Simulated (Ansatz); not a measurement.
Runs of Ansatz 0.2.0 on Os. The structure is hexagonal, space group P6_3/mmc (No. 194). Conventional cell: a = 2.734 Å, b = 2.734 Å, c = 4.320 Å, α = 90.00°, β = 90.00°, γ = 120.00°. Os (site symmetry -6m2) has 12 Os at 2.68 to 2.73 Å as nearest neighbours. 

```csv
task,level,cell,k mesh,smearing,points for each segment of the path,mesh quality,gap on the mesh (eV),pressure (GPa)
band structure,BPBE,as given,11 × 11 × 6,fermi-dirac 0.05 eV,14,not flagged,none,8.9
single point,PBE0,as given,6 × 6 × 4,fermi-dirac 0.05 eV,-,coarse,none,-
single point,PBE,as given,5 × 5 × 3,fermi-dirac 0.05 eV,-,coarse,none,9.6
single point,PBE,as given,6 × 6 × 4,fermi-dirac 0.05 eV,-,coarse,none,(a)
band structure,PBEsol,as given,11 × 11 × 6,fermi-dirac 0.05 eV,14,not flagged,none,-2.7
single point,PBE,as given,11 × 11 × 6,gaussian 0.024 eV,-,not flagged,none,(b)
relaxation of cell and atoms,PBEsol+D4,relaxed,11 × 11 × 6,fermi-dirac 0.05 eV,-,not flagged,none,0.0
```

Alike in all rows: potentials or basis Ansatz PAW; no spin polarisation; cutoff (eV) 420.

Fill in the values left out.

(a) 9.5; (b) 8.8.

Caveats: some runs use coarse meshes; the PAW data sets come from PBE, with cores solved anew for the run's functional, which leaves a small shift of forces and pressure (some runs); the potentials were made for another functional, which shifts forces and pressure (some runs); the plane-wave basis is chosen anew once the cell has moved, so the energies of steps on either side of that aren't comparable (some runs); pairwise dispersion overbinds metals, which lowers pressure and volume (some runs).

A k mesh can miss the band edges, and the runs leave out spin-orbit coupling on Os.

A gap of «none» marks a metal or a gap under the smearing width.

Not every run made on this cell is shown here.
